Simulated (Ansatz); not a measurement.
Write the native input for Ansatz 0.2.0 that does the following.

```yaml
Task: relaxation of cell and atoms
Functional: HF
Potentials_or_basis: Ansatz PAW
Cutoff: "420 eV (not typed: the program's choice for these potentials)"
k_mesh: 5 × 5 × 4
Occupations: fermi-dirac, width 0.05 eV
Spin: no spin polarisation
```

Crystal: TiSi.

```xyz
2
Lattice="1.8162 -2.1176 0.0000 1.8162 2.1176 0.0000 0.0000 0.0000 3.8039" Properties=species:S:1:pos:R:3 pbc="T T T"
Ti    1.8162    0.0000    0.0000
Si    0.0000    0.0000    1.9020
```

The cell comes from a database or a generator and needn't be the stable form of this composition.

The input as run:

input.yaml

```yaml
crystal:
  lattice:
    - [1.816178, -2.117624, 0.0]
    - [1.816178, 2.117624, 0.0]
    - [0.0, 0.0, 3.803934]
  atoms:
    - { symbol: Ti, position: [0.5, 0.5, 0.0] }
    - { symbol: Si, position: [0.0, 0.0, 0.5] }
hamiltonian:
  xc: hf
  pseudopotentials: { kind: paw }
kpoints:
  mp_grid: { grid: [5, 5, 4] }
scf:
  occupations: { method: fermi_dirac, width: 0.05 }
output:
  forces: true
  stress: true
  eigenvalues: true
relax:
  f_tol: 0.01
  max_steps: 40
  cell: { stress_tol: 0.05 }
```

Potentials or basis: Ansatz PAW.

Command:

```sh
$ ansatz run input.yaml --threads 2 --pin off --max-ram 5632MiB --backend cpu --events-out ev --progress --plain --runs-dir out
```

Results of the run:

The relaxed volume is 15.83 Å³/atom, the relaxed cell is a = 2.846 Å, b = 2.846 Å, c = 3.956 Å, α = 90.00°, β = 90.00°, γ = 98.86° and the space group after relaxing (to 0.05 Å) is Cmmm (No. 65). The energy gained by relaxing is 42.8 meV/atom, the ionic steps are 9 and the pressure after relaxing is 0.0 GPa. The band gap on the k mesh is none (metal or under the smearing width).

Caveat: the k mesh is coarse (spacing up to 0.46 Å⁻¹), so the values aren't converged, least of all with exact exchange; the plane-wave basis is chosen anew once the cell has moved, so the energies of steps on either side of that aren't comparable; the PAW data sets come from PBE, with cores solved anew for the run's functional, which leaves a small shift of forces and pressure.

Wall time 2 min on 2 threads of Arm Neoverse V1 (shared host), peak memory 0.77 GiB.
